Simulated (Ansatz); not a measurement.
Theory: Ansatz, DFT PBE, scalar-relativistic, plane waves, PAW. Several structures of Al4N3 from a search were relaxed, and the powder pattern of one of them was computed from 10° to 70° in 2θ (λ = 1.5406 Å).

Cu Kα1 powder pattern (kinematic, no thermal factors).
2θ (°) (relative intensity): 20.25 (4), 28.79 (4), 35.46 (100), 41.17 (18), 46.30 (2), 51.02 (1), 59.64 (47)

Task: Which structure gives it?
A.

Space group P3m1 (No. 156). a = 3.113 Å, b = 3.113 Å, c = 9.809 Å, α = 90.00°, β = 90.00°, γ = 120.00°
```json
{"atom": "Al", "site": "1a", "symmetry": "3m.", "x": "0.0000", "y": "0.0000", "z": "0.4958"}
{"atom": "Al", "site": "1b", "symmetry": "3m.", "x": "0.3333", "y": "0.6667", "z": "0.7589"}
{"atom": "Al", "site": "1a", "symmetry": "3m.", "x": "0.0000", "y": "0.0000", "z": "0.9809"}
{"atom": "Al", "site": "1b", "symmetry": "3m.", "x": "0.3333", "y": "0.6667", "z": "0.2388"}
{"atom": "N", "site": "1b", "symmetry": "3m.", "x": "0.3333", "y": "0.6667", "z": "0.4331"}
{"atom": "N", "site": "1a", "symmetry": "3m.", "x": "0.0000", "y": "0.0000", "z": "0.6905"}
{"atom": "N", "site": "1a", "symmetry": "3m.", "x": "0.0000", "y": "0.0000", "z": "0.1770"}
```

B.

Space group P-43m (No. 215). a = 4.382 Å, b = 4.382 Å, c = 4.382 Å, α = 90.00°, β = 90.00°, γ = 90.00°
```
atom  site  symmetry       x       y       z
  Al    4e       .3m  0.7536  0.7536  0.2464
   N    3c     -42.m  0.5000  0.0000  0.5000
```

C.

Space group R-3m:H (No. 166). a = 2.902 Å, b = 2.902 Å, c = 27.535 Å, α = 90.00°, β = 90.00°, γ = 120.00°
```csv
atom,site,symmetry,x,y,z
Al,6c,3m,0.0000,0.0000,0.8715
Al,6c,3m,0.3333,0.6667,0.9573
N,6c,3m,0.6667,0.3333,0.9148
N,3a,-3m,0.0000,0.0000,0.0000
```

Result: B. Its strongest line, at 2θ = 35.46°, has d = λ/(2 sin θ) = 2.530 Å and is the (1 1 1) reflection of the conventional P-43m cell with a = 4.382 Å. The others have their strongest lines at 38.1° (P3m1); 42.7° (R-3m). In energy it lies 169 meV/atom above the lowest of those shown.

These are computed cells and needn't be stable.
